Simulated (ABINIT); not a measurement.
## FeO: single point with PBE+D3(BJ)+U

Crystal: FeO.

```xyz
2
Lattice="1.5153 0.8749 2.4746 -1.5153 0.8749 2.4746 0.0000 -1.7497 2.4746" Properties=species:S:1:pos:R:3 pbc="T T T"
Fe    0.0000    0.0000    0.0000
O     0.0000    0.0000    3.7119
```

The cell isn't the ideal one: cell relaxed.

| Quantity | Value |
| --- | --- |
| Program | ABINIT 10.8.3 (patched build) |
| Task | single point |
| Functional | PBE |
| Dispersion | D3(BJ) |
| Potentials or basis | Ansatz PAW PBE default generated set, frozen core |
| Cutoff | 435 eV |
| k mesh | 8 × 8 × 8 |
| Occupations | fermi-dirac, width 0.05 eV |
| Spin | collinear spin, ferromagnetic start |
| Starting moments | [3.0, 0.0] μB |
| Hubbard terms | Fe d U = 3 eV |

```
Pressure               : -0.7 GPa
Band gap on the k mesh : none (metal or under the smearing width)
Net moment             : 4.00 μB per cell
Site moments           : Fe +3.78; O +0.25 μB
```

Levels at points of the mesh, in eV from the Fermi level:
Spin up:
| k point | band 10 | band 11 | band 12 | band 13 | band 14 | band 15 | band 16 |
| --- | --- | --- | --- | --- | --- | --- | --- |
| (0.00, 0.00, 0.00) | -5.84 | -4.16 | -4.16 | -4.16 | -0.24 | 14.93 | 15.86 |
| (0.50, 0.00, 0.00) | -5.08 | -4.15 | -1.49 | -1.49 | 3.69 | 8.18 | 12.17 |
| (0.50, 0.50, 0.00) | -5.37 | -4.84 | -4.81 | -4.81 | 4.87 | 8.49 | 9.67 |
| (0.50, 0.50, 0.50) | -5.08 | -4.15 | -1.49 | -1.49 | 3.69 | 8.17 | 12.17 |
Spin down:
```tsv
k point	band 5	band 6	band 7	band 8	band 9	band 10	band 11	band 12	band 13	band 14
(0.00, 0.00, 0.00)	-20.77	-3.73	-3.73	-3.73	-0.76	-0.76	-0.76	0.49	0.84	0.84
(0.50, 0.00, 0.00)	-19.51	-8.54	-5.38	-5.38	0.44	0.44	0.58	3.28	3.28	4.10
(0.50, 0.50, 0.00)	-19.44	-7.44	-4.93	-4.93	-2.25	0.79	0.79	1.42	1.79	6.31
(0.50, 0.50, 0.50)	-19.51	-8.54	-5.38	-5.38	0.44	0.44	0.58	3.28	3.28	4.10
```

Eigenvalues of the final occupation matrices:
| site | spin | trace | eigenvalues |
| --- | --- | --- | --- |
| atom 1 | 1 | 5.01 | 0.98 0.98 0.98 1.03 1.03 |
| atom 1 | 2 | 1.24 | 0.13 0.13 0.33 0.33 0.33 |

Run time: 64 s on 1 thread of Intel(R) Xeon(R) 6975P-C (Granite Rapids) (shared host), peak memory 0.31 GiB.

Caveat: a cell with one magnetic atom can't hold antiferromagnetic order, which such compounds often take; pairwise dispersion overbinds metals, which lowers pressure and volume; the atomic spheres overlap. The state reached can hang on the start; a lower one may exist.
